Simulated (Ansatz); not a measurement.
# Ni: a scan of SCF settings

Which SCF settings change the result for Ni, and which only the effort? The default run comes first. The cell (1 atom) is Ni in the deposited crystal structure (space group Fm-3m). Source: COD entry 4320501; the sample's temperature and pressure aren't taken into account.

Method: DFT PBE, PAW, plane waves, scalar-relativistic, in Ansatz 0.2.0.

3 further runs of the same task are left out: 2 that didn't finish, 1 set aside as unsound or not needed.

## Step 1: The starting structure

The structure is cubic, space group Fm-3m (No. 225). Conventional cell: a = 3.535 Å, b = 3.535 Å, c = 3.535 Å, α = 90.00°, β = 90.00°, γ = 90.00°. Around Ni (site symmetry m-3m) lie 12 Ni at 2.50 Å.

Structure file:

```cif
data_structure
_symmetry_space_group_name_H-M 'P 1'
_symmetry_Int_Tables_number 1
_cell_length_a 2.4993
_cell_length_b 2.4993
_cell_length_c 2.4993
_cell_angle_alpha 60.000
_cell_angle_beta 60.000
_cell_angle_gamma 60.000
_cell_volume 11.04
loop_
_atom_site_label
_atom_site_type_symbol
_atom_site_fract_x
_atom_site_fract_y
_atom_site_fract_z
_atom_site_occupancy
Ni1 Ni 0.00000 0.00000 0.00000 1
```

Labels such as Ni1 number the atoms in the order of the input file.

Changes shown after the default run: Broyden, β 1.0, history 4, no preconditioner; Anderson, β 0.8, backtracking line search; Broyden, β 0.4, magnetisation mixing 0.1; Fermi–Dirac smearing, width 0.3 eV; Broyden, β 0.3, preconditioner Resta; Fermi–Dirac width 0.003 eV, no switch to direct minimisation; Broyden, β 0.4, magnetisation mixing 0.4.

The search for lower states is off throughout, and inputs that name a mixer don't switch to direct minimisation unless they say so. Spin is collinear, with starting moments Ni1 2.00 μB. β is the mixing step of the charge; the magnetisation has a step of its own, which the program sets unless it is named.

## Step 2: Default SCF settings

File input.yaml:

```yaml
crystal:
  lattice:
    - [0.0, 1.76726, 1.76726]
    - [1.76726, 0.0, 1.76726]
    - [1.76726, 1.76726, 0.0]
  atoms:
    - { symbol: Ni, position: [0.0, 0.0, 0.0], spin: 2.0 }
magnetization:
  spin_polarized: true
hamiltonian:
  xc: pbe
  pseudopotentials: { kind: paw }
basis:
  ecutwfc: 420
kpoints:
  mp_grid: { grid: [14, 14, 14] }
scf:
  occupations: { method: fermi_dirac, width: 0.1 }
  lower_state_search: "off"
output:
  forces: true
  stress: true
```

Started as:

```console
> ansatz run input.yaml --threads 2 --pin off --max-ram 5120MiB --backend cpu --events-out ev --progress --plain --runs-dir out
```

Output, shortened:

```text
[...]
Pseudopotentials: kind: paw
Pseudopotential: Ni, paw, valence charge 18, recommended cutoff 420 eV (normal), Ni.paw.azcp
Functional definition: PBE
[...]
Crystal: 1 atoms, lattice volume = 11.039 Å³
Basis set: ecut = 420 eV, 181 PW (Γ), exchange–correlation on 36×36×36 points (8 copies of the dense FFT grid, shifted against one another)
Bands: 14, of which v1, the nominal top of the filled ones, is band 9 counted from 1 (8 counted from 0)
Symmetry: 48 space group operations
Space group: Fm-3m (ITA 225), of the structure as read, at distance tolerance 2.2e-5 Å
Magnetic group: BNS 225.116 (UNI 1618), of the structure as read, at distance tolerance 2.2e-5 Å
k-points: 104 of 2744
[...]
Starting moments: Σ|m| = 2 μB on 1 of 1 site
[...]
SCF iter   1: F=—  HF=-5839.469207 eV  |F-HF|=—  |Δ(HF+E_count)|=         —  Δρ=1.27e-1 (↑1.14e-1 ↓1.27e-1)  dr2=1.16e-2  dr2_m=1.46e0  M=0.940 μB ∫|m|=1.044 μB  β_m=0.30  ethr=6.67e-5  ⟨swp⟩=1.0  Hψ=19878  notcnv=0
[...]
spin-set hold released at iteration 1 (the charge has settled, or the pull on large starting moments outlasts its swing): the magnetisation degrees of freedom join the quasi-Newton model from the next iteration; the mixer history was flushed
[...]
SCF iter   9: F=-5839.746191 eV  HF=-5839.746191 eV  |F-HF|=1.46e-11  |Δ(HF+E_count)|=   2.27e-8  Δρ=4.65e-6 (↑4.65e-6 ↓2.99e-6)  dr2=7.54e-10  dr2_m=1.18e-9  M=0.619 μB ∫|m|=0.710 μB  ethr=2.60e-10  ⟨swp⟩=2.8  Hψ=9790  notcnv=0
[...]
SCF converged after 9 iterations
Magnetization: 0.6187 μB (9.3093 up, 8.6907 down)
Absolute magnetization: 0.7112 μB (∫|ρ↑−ρ↓|, with the PAW one-centre terms)
Spin contamination: 0.0070 ħ² per cell (⟨S²⟩ above its minimum at these occupations)
Per-site moments (μB) at R_I (Å): [(0.6577104075255977, 1.030954262348784)]
Free energy (F): -5839.746191 eV
[...]
E sigma→0 (E₀):  -5839.717862 eV
Entropy (-TS):   -0.056658 eV (-56.658 meV/atom)
Fermi energy:    17.844147 eV
[...]
--- Forces (eV/Å), atoms counted from 1 ---
  atom   1  Ni    -0.00000000     0.00000000     0.00000000
[...]
--- Stress (GPa, compression-positive) ---
       -2.257940       0.000000       0.000000
       -0.000000      -2.257940       0.000000
       -0.000000       0.000000      -2.257940
  P = ⅓ Tr σ = -2.2579 GPa (-22.579 kbar)
```

It took 1.6 s on 2 threads of Arm Neoverse V1, shared host; peak memory 0.26 GiB.

The reference: 9 iterations with the default settings (MSR1 mixing, preconditioner none); ferromagnetic, site moments Ni1 0.66 μB, total 0.62 μB per cell, no gap on the k-mesh.

## Step 3: Broyden, β 1.0, history 4, no preconditioner

input.yaml: that of step 2 with these lines changed.

```diff
@@ -19,2 +19,5 @@
   lower_state_search: "off"
+  algorithm: density_mixing
+  max_iter: 50
+  mixing: { algorithm: broyden, ndim: 4, beta: 1.0, preconditioner: none }
 output:
```

Started as:

```console
> ansatz run input.yaml --threads 2 --pin off --max-ram 5120MiB --backend cpu --events-out ev --progress --plain --runs-dir out
```

Output, shortened:

```text
[... 19 lines as in an earlier run ...]
Starting moments: Σ|m| = 2 μB on 1 of 1 site
[... 3 lines as in an earlier run ...]
SCF iter   1: F=—  HF=-5839.469207 eV  |F-HF|=—  |Δ(HF+E_count)|=         —  Δρ=1.27e-1 (↑1.14e-1 ↓1.27e-1)  dr2=1.16e-2  dr2_m=1.46e0  M=0.940 μB ∫|m|=1.044 μB  β_m=1.88  ethr=6.67e-5  ⟨swp⟩=1.0  Hψ=19878  notcnv=0
[...]
[... 1 line as in an earlier run ...]
[...]
SCF iter  18: F=-5839.746191 eV  HF=-5839.746191 eV  |F-HF|=1.62e-9  |Δ(HF+E_count)|=  1.18e-11  Δρ=6.46e-6 (↑6.46e-6 ↓4.60e-6)  dr2=9.47e-10  dr2_m=2.78e-9  M=0.619 μB ∫|m|=0.710 μB  ethr=1.00e-12  ⟨swp⟩=1.3  Hψ=8662  notcnv=0
[...]
this state was not tested for a lower state beside it, because the mixer in use, unlike msr1, does not test its closes by its own steps (another_mixer; see scf.mixing.algorithm and scf.lower_state_search)
SCF converged after 18 iterations
Magnetization: 0.6187 μB (9.3093 up, 8.6907 down)
Absolute magnetization: 0.7111 μB (∫|ρ↑−ρ↓|, with the PAW one-centre terms)
Spin contamination: 0.0070 ħ² per cell (⟨S²⟩ above its minimum at these occupations)
Per-site moments (μB) at R_I (Å): [(0.6577090161742221, 1.030954262348784)]
Free energy (F): -5839.746191 eV
[...]
E sigma→0 (E₀):  -5839.717861 eV
Entropy (-TS):   -0.056659 eV (-56.659 meV/atom)
Fermi energy:    17.844153 eV
[... 23 lines left out: energy terms, forces, stress ...]
```

Run time: 2.8 s. Hardware: 2 threads of Arm Neoverse V1, shared host; peak memory 0.26 GiB.

Compared with step 2: the same free energy; 18 iterations in place of 9.

## Step 4: Anderson, β 0.8, backtracking line search

input.yaml: that of step 3 with these lines changed.

```diff
@@ -21,3 +21,3 @@
   max_iter: 50
-  mixing: { algorithm: broyden, ndim: 4, beta: 1.0, preconditioner: none }
+  mixing: { algorithm: anderson, beta: 0.8, globalisation: backtrack }
 output:
```

Started as:

```console
> ansatz run input.yaml --threads 2 --pin off --max-ram 5120MiB --backend cpu --events-out ev --progress --plain --runs-dir out
```

Output, shortened:

```text
[... 19 lines as in an earlier run ...]
Starting moments: Σ|m| = 2 μB on 1 of 1 site
[... 2 lines as in an earlier run ...]
[...]
SCF iter   1: F=—  HF=-5839.469201 eV  |F-HF|=—  |Δ(HF+E_count)|=         —  Δρ=1.27e-1 (↑1.14e-1 ↓1.27e-1)  dr2=1.16e-2  dr2_m=1.46e0  M=0.940 μB ∫|m|=1.044 μB  β_m=1.51  ethr=1.99e-5  ⟨swp⟩=1.1  Hψ=19162  notcnv=0
[...]
[... 1 line as in an earlier run ...]
[...]
SCF iter  15: F=-5839.746191 eV  HF=-5839.746191 eV  |F-HF|=2.46e-10  |Δ(HF+E_count)|=   1.85e-9  Δρ=6.43e-6 (↑2.92e-6 ↓6.43e-6)  dr2=8.16e-10  dr2_m=2.18e-9  M=0.619 μB ∫|m|=0.710 μB  ethr=1.00e-12  ⟨swp⟩=1.0  Hψ=8314  notcnv=0
[...]
[... 1 line as in an earlier run ...]
SCF converged after 15 iterations
Magnetization: 0.6187 μB (9.3094 up, 8.6906 down)
Absolute magnetization: 0.7112 μB (∫|ρ↑−ρ↓|, with the PAW one-centre terms)
Spin contamination: 0.0070 ħ² per cell (⟨S²⟩ above its minimum at these occupations)
Per-site moments (μB) at R_I (Å): [(0.6577311857094953, 1.030954262348784)]
Free energy (F): -5839.746191 eV
[...]
E sigma→0 (E₀):  -5839.717862 eV
Entropy (-TS):   -0.056659 eV (-56.659 meV/atom)
Fermi energy:    17.844116 eV
[... 23 lines left out: energy terms, forces, stress ...]
```

It took 2.4 s on 2 threads of Arm Neoverse V1, shared host; peak memory 0.27 GiB.

15 iterations against 9; the same free energy.

## Step 5: Broyden, β 0.4, magnetisation mixing 0.1

input.yaml: that of step 4 with these lines changed.

```diff
@@ -21,3 +21,3 @@
   max_iter: 50
-  mixing: { algorithm: anderson, beta: 0.8, globalisation: backtrack }
+  mixing: { algorithm: broyden, beta: 0.4, beta_mag: 0.1, spin_hold: "off" }
 output:
```

Started as:

```console
> ansatz run input.yaml --threads 2 --pin off --max-ram 5120MiB --backend cpu --events-out ev --progress --plain --runs-dir out
```

Output, shortened:

```text
[... 19 lines as in an earlier run ...]
Starting moments: Σ|m| = 2 μB on 1 of 1 site
[... 2 lines as in an earlier run ...]
[...]
SCF iter   1: F=—  HF=-5839.434907 eV  |F-HF|=—  |Δ(HF+E_count)|=         —  Δρ=1.24e-1 (↑1.10e-1 ↓1.24e-1)  dr2=1.37e-2  dr2_m=1.38e0  M=0.935 μB ∫|m|=1.006 μB  β_m=0.10  ethr=7.95e-5  ⟨swp⟩=1.0  Hψ=19870  notcnv=0
[...]
SCF iter  21: F=-5839.746191 eV  HF=-5839.746191 eV  |F-HF|=7.48e-8  |Δ(HF+E_count)|=   6.01e-7  Δρ=9.64e-6 (↑2.18e-6 ↓9.64e-6)  dr2=4.07e-9  dr2_m=2.72e-9  M=0.619 μB ∫|m|=0.711 μB  ethr=3.22e-10  ⟨swp⟩=4.0  Hψ=9349  notcnv=0
[...]
[... 1 line as in an earlier run ...]
SCF converged after 21 iterations
Magnetization: 0.6188 μB (9.3094 up, 8.6906 down)
Absolute magnetization: 0.7114 μB (∫|ρ↑−ρ↓|, with the PAW one-centre terms)
Spin contamination: 0.0070 ħ² per cell (⟨S²⟩ above its minimum at these occupations)
Per-site moments (μB) at R_I (Å): [(0.6578653518995401, 1.030954262348784)]
Free energy (F): -5839.746191 eV
[...]
E sigma→0 (E₀):  -5839.717866 eV
Entropy (-TS):   -0.056650 eV (-56.650 meV/atom)
Fermi energy:    17.844202 eV
[... 23 lines left out: energy terms, forces, stress ...]
```

It took 2.8 s on 2 threads of Arm Neoverse V1, shared host; peak memory 0.26 GiB.

21 iterations against 9; the same free energy.

## Step 6: Fermi–Dirac smearing, width 0.3 eV

input.yaml: that of step 5 with these lines changed.

```diff
@@ -17,7 +17,5 @@
 scf:
-  occupations: { method: fermi_dirac, width: 0.1 }
+  occupations: { method: fermi_dirac, width: 0.3 }
   lower_state_search: "off"
-  algorithm: density_mixing
   max_iter: 50
-  mixing: { algorithm: broyden, beta: 0.4, beta_mag: 0.1, spin_hold: "off" }
 output:
```

Started as:

```console
> ansatz run input.yaml --threads 2 --pin off --max-ram 5120MiB --backend cpu --events-out ev --progress --plain --runs-dir out
```

Output, shortened:

```text
[... 19 lines as in an earlier run ...]
Starting moments: Σ|m| = 2 μB on 1 of 1 site
[... 2 lines as in an earlier run ...]
[...]
SCF iter   1: F=—  HF=-5839.650781 eV  |F-HF|=—  |Δ(HF+E_count)|=         —  Δρ=1.31e-1 (↑1.16e-1 ↓1.31e-1)  dr2=1.43e-2  dr2_m=1.53e0  M=0.930 μB ∫|m|=1.025 μB  β_m=0.30  ethr=8.20e-5  ⟨swp⟩=1.0  Hψ=17943  notcnv=0
[...]
[... 1 line as in an earlier run ...]
[...]
SCF iter  13: F=-5839.965113 eV  HF=-5839.965113 eV  |F-HF|=9.09e-11  |Δ(HF+E_count)|=   5.77e-9  Δρ=7.99e-7 (↑6.46e-7 ↓7.99e-7)  dr2=1.04e-10  dr2_m=8.65e-12  M=0.000 μB ∫|m|=0.000 μB  ethr=1.00e-12  ⟨swp⟩=1.2  Hψ=9939  notcnv=0
WARN: the starting moments were not kept: the SCF closed with an absolute magnetisation of 9.9e-6 μB, where they sum to 2 μB in size (1 site). That is at most 0.1 of that sum. Measured as dr2_m measures the in/out step, that magnetisation stands 2.1e-10 eV from none, at or under the [...]
SCF converged after 13 iterations
Magnetization: 0.0000 μB (9.0000 up, 9.0000 down)
Absolute magnetization: 0.0000 μB (∫|ρ↑−ρ↓|, with the PAW one-centre terms)
Spin contamination: 0.0000 ħ² per cell (⟨S²⟩ above its minimum at these occupations)
Per-site moments (μB) at R_I (Å): [(8.062774954950826e-6, 1.030954262348784)]
Free energy (F): -5839.965113 eV
[...]
E sigma→0 (E₀):  -5839.725407 eV
Entropy (-TS):   -0.479411 eV (-479.411 meV/atom)
Fermi energy:    17.848835 eV
[...]
--- Forces (eV/Å), atoms counted from 1 ---
  atom   1  Ni    -0.00000000     0.00000000     0.00000000
[...]
--- Stress (GPa, compression-positive) ---
       -0.465404      -0.000000       0.000000
        0.000000      -0.465404       0.000000
        0.000000       0.000000      -0.465404
  P = ⅓ Tr σ = -0.4654 GPa (-4.654 kbar)
```

Wall time 1.9 s (2 threads of Arm Neoverse V1, shared host); peak memory 0.26 GiB.

It takes 13 iterations (default 9). Against the default run: free energy shifted by -219 meV/atom, zero-width estimate shifted by -7.5 meV/atom, pressure -0.5 GPa against -2.3, moments Ni1 0.00 μB against Ni1 0.66.

## Step 7: Broyden, β 0.3, preconditioner Resta

input.yaml: that of step 6 with these lines changed.

```diff
@@ -17,5 +17,7 @@
 scf:
-  occupations: { method: fermi_dirac, width: 0.3 }
+  occupations: { method: fermi_dirac, width: 0.1 }
   lower_state_search: "off"
+  algorithm: density_mixing
   max_iter: 50
+  mixing: { algorithm: broyden, beta: 0.3, preconditioner: resta }
 output:
```

Started as:

```console
> ansatz run input.yaml --threads 2 --pin off --max-ram 5120MiB --backend cpu --events-out ev --progress --plain --runs-dir out
```

Output, shortened:

```text
[... 19 lines as in an earlier run ...]
Starting moments: Σ|m| = 2 μB on 1 of 1 site
[... 3 lines as in an earlier run ...]
SCF iter   1: F=—  HF=-5839.469207 eV  |F-HF|=—  |Δ(HF+E_count)|=         —  Δρ=1.27e-1 (↑1.14e-1 ↓1.27e-1)  dr2=1.16e-2  dr2_m=1.46e0  M=0.940 μB ∫|m|=1.044 μB  β_m=0.57  ethr=6.67e-5  ⟨swp⟩=1.0  Hψ=19878  notcnv=0
[...]
[... 1 line as in an earlier run ...]
[...]
SCF iter  13: F=-5839.746191 eV  HF=-5839.746191 eV  |F-HF|=2.95e-10  |Δ(HF+E_count)|=   1.37e-5  Δρ=5.31e-6 (↑5.31e-6 ↓3.91e-6)  dr2=7.60e-10  dr2_m=1.83e-9  M=0.619 μB ∫|m|=0.710 μB  ethr=5.30e-10  ⟨swp⟩=2.2  Hψ=11418  notcnv=0
[...]
[... 1 line as in an earlier run ...]
SCF converged after 13 iterations
Magnetization: 0.6187 μB (9.3093 up, 8.6907 down)
Absolute magnetization: 0.7112 μB (∫|ρ↑−ρ↓|, with the PAW one-centre terms)
Spin contamination: 0.0070 ħ² per cell (⟨S²⟩ above its minimum at these occupations)
Per-site moments (μB) at R_I (Å): [(0.6577157857304399, 1.030954262348784)]
Free energy (F): -5839.746191 eV
[...]
E sigma→0 (E₀):  -5839.717862 eV
Entropy (-TS):   -0.056658 eV (-56.658 meV/atom)
Fermi energy:    17.844153 eV
[... 23 lines left out: energy terms, forces, stress ...]
```

It took 2.1 s on 2 threads of Arm Neoverse V1, shared host; peak memory 0.26 GiB.

13 iterations against 9; the same free energy.

The log resolves the Resta preconditioner to none for this spectrum, so the residual was mixed unfiltered.

## Step 8: Fermi–Dirac width 0.003 eV, no switch to direct minimisation

input.yaml: that of step 7 with these lines changed.

```diff
@@ -17,3 +17,3 @@
 scf:
-  occupations: { method: fermi_dirac, width: 0.1 }
+  occupations: { method: fermi_dirac, width: 0.003 }
   lower_state_search: "off"
@@ -21,3 +21,3 @@
   max_iter: 50
-  mixing: { algorithm: broyden, beta: 0.3, preconditioner: resta }
+  mixing: {}
 output:
```

Started as:

```console
> ansatz run input.yaml --threads 2 --pin off --max-ram 5120MiB --backend cpu --events-out ev --progress --plain --runs-dir out
```

Output, shortened:

```text
[... 19 lines as in an earlier run ...]
Starting moments: Σ|m| = 2 μB on 1 of 1 site
[... 2 lines as in an earlier run ...]
[...]
SCF iter   1: F=—  HF=-5839.443165 eV  |F-HF|=—  |Δ(HF+E_count)|=         —  Δρ=1.24e-1 (↑1.12e-1 ↓1.24e-1)  dr2=1.06e-2  dr2_m=1.40e0  M=0.961 μB ∫|m|=1.059 μB  β_m=0.30  ethr=6.07e-5  ⟨swp⟩=1.3  Hψ=19216  notcnv=0
[...]
[... 1 line as in an earlier run ...]
[...]
SCF iter  11: F=-5839.715716 eV  HF=-5839.715716 eV  |F-HF|=9.64e-11  |Δ(HF+E_count)|=   1.84e-9  Δρ=2.83e-6 (↑2.73e-6 ↓2.83e-6)  dr2=3.23e-12  dr2_m=7.80e-10  M=0.681 μB ∫|m|=0.783 μB  ethr=6.24e-11  ⟨swp⟩=2.0  Hψ=8476  notcnv=0
[...]
SCF converged after 11 iterations
Magnetization: 0.6814 μB (9.3407 up, 8.6593 down)
Absolute magnetization: 0.7835 μB (∫|ρ↑−ρ↓|, with the PAW one-centre terms)
Spin contamination: 0.0084 ħ² per cell (⟨S²⟩ above its minimum at these occupations)
Per-site moments (μB) at R_I (Å): [(0.724302557320976, 1.030954262348784)]
Free energy (F): -5839.715716 eV
[...]
E sigma→0 (E₀):  -5839.715702 eV
Entropy (-TS):   -0.000028 eV (-0.028 meV/atom)
Fermi energy:    17.873595 eV
[...]
--- Forces (eV/Å), atoms counted from 1 ---
  atom   1  Ni    -0.00000000     0.00000000     0.00000000
[...]
--- Stress (GPa, compression-positive) ---
       -2.322639       0.000000      -0.000000
        0.000000      -2.322639      -0.000000
       -0.000000      -0.000000      -2.322639
  P = ⅓ Tr σ = -2.3226 GPa (-23.226 kbar)
```

Run time: 1.8 s. Hardware: 2 threads of Arm Neoverse V1, shared host; peak memory 0.27 GiB.

Compared with step 2: free energy shifted by +30.5 meV/atom, zero-width estimate shifted by +2.2 meV/atom, moments Ni1 0.72 μB against Ni1 0.66; 11 iterations in place of 9.

## Step 9: Broyden, β 0.4, magnetisation mixing 0.4

input.yaml: that of step 8 with these lines changed.

```diff
@@ -17,3 +17,3 @@
 scf:
-  occupations: { method: fermi_dirac, width: 0.003 }
+  occupations: { method: fermi_dirac, width: 0.1 }
   lower_state_search: "off"
@@ -21,3 +21,3 @@
   max_iter: 50
-  mixing: {}
+  mixing: { algorithm: broyden, beta: 0.4, beta_mag: 0.4, spin_hold: "off" }
 output:
```

Started as:

```console
> ansatz run input.yaml --threads 2 --pin off --max-ram 5120MiB --backend cpu --events-out ev --progress --plain --runs-dir out
```

Output, shortened:

```text
[... 19 lines as in an earlier run ...]
Starting moments: Σ|m| = 2 μB on 1 of 1 site
[... 3 lines as in an earlier run ...]
SCF iter   1: F=—  HF=-5839.434907 eV  |F-HF|=—  |Δ(HF+E_count)|=         —  Δρ=1.24e-1 (↑1.10e-1 ↓1.24e-1)  dr2=1.37e-2  dr2_m=1.38e0  M=0.935 μB ∫|m|=1.006 μB  β_m=0.40  ethr=7.95e-5  ⟨swp⟩=1.0  Hψ=19870  notcnv=0
[...]
SCF iter  10: F=-5839.746191 eV  HF=-5839.746191 eV  |F-HF|=7.73e-10  |Δ(HF+E_count)|=   4.93e-9  Δρ=5.76e-6 (↑5.76e-6 ↓4.97e-6)  dr2=7.08e-11  dr2_m=2.86e-9  M=0.619 μB ∫|m|=0.710 μB  ethr=1.08e-10  ⟨swp⟩=2.0  Hψ=8409  notcnv=0
[...]
[... 1 line as in an earlier run ...]
SCF converged after 10 iterations
Magnetization: 0.6187 μB (9.3093 up, 8.6907 down)
Absolute magnetization: 0.7112 μB (∫|ρ↑−ρ↓|, with the PAW one-centre terms)
Spin contamination: 0.0070 ħ² per cell (⟨S²⟩ above its minimum at these occupations)
Per-site moments (μB) at R_I (Å): [(0.6577127020481539, 1.030954262348784)]
Free energy (F): -5839.746191 eV
[...]
E sigma→0 (E₀):  -5839.717861 eV
Entropy (-TS):   -0.056659 eV (-56.659 meV/atom)
Fermi energy:    17.844121 eV
[... 23 lines left out: energy terms, forces, stress ...]
```

Wall time 1.7 s (2 threads of Arm Neoverse V1, shared host); peak memory 0.26 GiB.

Compared with step 2: the same free energy; 10 iterations in place of 9.

## Step 10: Comparison

| step | settings | iterations | time | against the default run |
| --- | --- | --- | --- | --- |
| 2 | default SCF settings | 9 | 1.6 s | reference |
| 3 | Broyden, β 1.0, history 4, no preconditioner | 18 | 2.8 s | the same free energy |
| 4 | Anderson, β 0.8, backtracking line search | 15 | 2.4 s | the same free energy |
| 5 | Broyden, β 0.4, magnetisation mixing 0.1 | 21 | 2.8 s | the same free energy |
| 6 | Fermi–Dirac smearing, width 0.3 eV | 13 | 1.9 s | free energy shifted by -219 meV/atom, zero-width estimate shifted by -7.5 meV/atom, pressure -0.5 GPa against -2.3, moments Ni1 0.00 μB against Ni1 0.66 |
| 7 | Broyden, β 0.3, preconditioner Resta | 13 | 2.1 s | the same free energy |
| 8 | Fermi–Dirac width 0.003 eV, no switch to direct minimisation | 11 | 1.8 s | free energy shifted by +30.5 meV/atom, zero-width estimate shifted by +2.2 meV/atom, moments Ni1 0.72 μB against Ni1 0.66 |
| 9 | Broyden, β 0.4, magnetisation mixing 0.4 | 10 | 1.7 s | the same free energy |

Decimal logarithm of the largest residual (eV) by iteration, counted through all cycles of a run:

```csv
iteration,step 2,step 3,step 4,step 5,step 6,step 7,step 8,step 9
1,0.2,0.2,0.2,0.1,0.2,0.2,0.1,0.1
2,0.0,-0.3,-0.9,0.2,0.0,-0.4,0.0,-0.1
3,-2.0,-1.5,-1.7,0.2,-1.0,-3.0,-1.9,-2.2
4,-2.8,-1.7,-1.9,0.5,-1.6,-2.4,-1.8,-2.8
5,-2.6,-2.5,-2.6,0.7,-2.1,-2.3,-2.9,-4.0
6,-5.2,-3.0,-2.8,-1.4,-2.8,-3.7,-3.2,-3.6
8,-7.3,-4.1,-3.6,-1.7,-3.8,-4.7,-4.5,-6.1
10,-,-4.9,-5.3,-3.3,-4.7,-6.0,-7.5,-8.5
12,-,-6.7,-8.0,-2.1,-8.5,-6.1,-,-
14,-,-7.2,-8.3,-4.3,-,-,-,-
16,-,-7.5,-,-4.5,-,-,-,-
17,-,-8.3,-,-4.4,-,-,-,-
19,-,-,-,-5.1,-,-,-,-
21,-,-,-,-8.4,-,-,-,-
```

## Step 11: Results

| quantity | value |
| --- | --- |
| default run | 9 iterations, ferromagnetic, site moments Ni1 0.66 μB, total 0.62 μB per cell, no gap on the k-mesh |
| fewest iterations to that state among the runs shown | 9 (default SCF settings) |
| most iterations to it | 21 (Broyden, β 0.4, magnetisation mixing 0.1) |
| runs that end in another state, among changes of path alone | 0 |
| largest shift of the free energy by occupations, cutoff, mesh or field | -219 meV/atom (Fermi–Dirac smearing, width 0.3 eV) |

**Reading.** 6 runs solve the same problem and reach the default's state, in 9 to 21 iterations: there the settings change the path, not the answer. Occupations, cutoff, mesh and fields change the problem that is solved, not just the path; the largest shift here is that of “Fermi–Dirac smearing, width 0.3 eV”. Other settings tried on this cell gave no result: fixed occupations (input refused); linear mixing, β 0.2, no preconditioner (not converged after 50 iterations, still settling); cutoff 30 eV (input refused). Counts include iterations that the program adds to test a close, so a difference of one or two ranks nothing. The starting density is a sum of atomic densities.
